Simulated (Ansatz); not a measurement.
## SCF questions for FeS2

We look at FeS2: the coordinates of a database entry, unrelaxed (space group Pa-3), with 12 atoms per cell. Forces or pressure are large there, so the entry is far from the computed equilibrium and may be faulty or of a sample under other conditions. Source: COD entry 9010011, which need not be the ambient phase.

```
Fe S
1.0
     5.38000    0.00000    0.00000
     0.00000    5.38000    0.00000
     0.00000    0.00000    5.38000
Fe S
4 8
Direct
  0.00000 0.00000 0.00000
  0.50000 0.00000 0.50000
  0.50000 0.50000 0.00000
  0.00000 0.50000 0.50000
  0.33800 0.33800 0.33800
  0.16200 0.66200 0.83800
  0.83800 0.16200 0.66200
  0.66200 0.83800 0.16200
  0.66200 0.66200 0.66200
  0.83800 0.33800 0.16200
  0.16200 0.83800 0.33800
  0.33800 0.16200 0.83800
```

Site labels below count the atoms in this order, from 1.

Computed with DFT, PBEsol, PAW, plane waves, scalar-relativistic in Ansatz development build ahead of 0.2.0.

```json
{
 "Plane-wave cutoff": "420 eV",
 "k-point mesh": "4×4×4 (Γ-centred)",
 "Occupations": "Fermi–Dirac smearing, 0.1 eV",
 "Valence electrons": "112",
 "Spin": "collinear, starting moments Fe1 4.00, Fe2 4.00, Fe3 4.00, Fe4 4.00 μB"
}
```

The starting density is a sum of atomic densities. β is the mixing step of the charge; the magnetisation has a step of its own, which the program sets unless it is named.

Only one magnetic start was run, with no search, so the state need not be the lowest.

Default run: converged in 15 iterations, non-magnetic, no gap on the k-mesh. The search for lower states is off, and runs that name a mixer don't switch to direct minimisation.

Question: Change to Fermi–Dirac smearing, width 0.15 eV (limit 50 iterations). Does it converge, and to what?

Answer: Converged in 15 iterations: free energy shifted by -11.3 meV/atom, zero-width estimate shifted by +2.0 meV/atom, forces change by up to 0.040 eV/Å, pressure 3.7 GPa against 3.4.

Question: Change to MSR1 mixing, preconditioner none (limit 50 iterations). Does it converge, and to what?

Answer: Converged in 17 iterations: the same free energy.

Question: What happens with linear mixing, β 0.7, no preconditioner (limit 50 iterations)?

Answer: Not converged after 50 iterations. The run falls into a cycle of 2 steps and the residual stays around 1e+04 eV: the energy estimate swings by 1500 eV, as each step overshoots and the next one undoes it.

Question: Rank these settings by the iterations they needed, fewest first.
A. MSR1 mixing, preconditioner none
B. default SCF settings
C. Broyden, β 0.4, magnetisation mixing 1.6
D. Broyden, β 0.7, preconditioner Kerker

Answer: B (15), A (17), C (20), D (21).

Launched as:
```sh
ansatz run input.yaml --threads 2 --pin off --max-ram 5120MiB --backend cpu --events-out ev --progress --plain --runs-dir out
```

Machine: 2 threads of Intel(R) Xeon(R) Platinum 8375C CPU @ 2.90GHz (Ice Lake) (shared host).

Question: About how long does the default run take there, and how much memory does it need?

Answer: 12 s, 0.64 GiB (15 iterations, 11 k-points after symmetry).
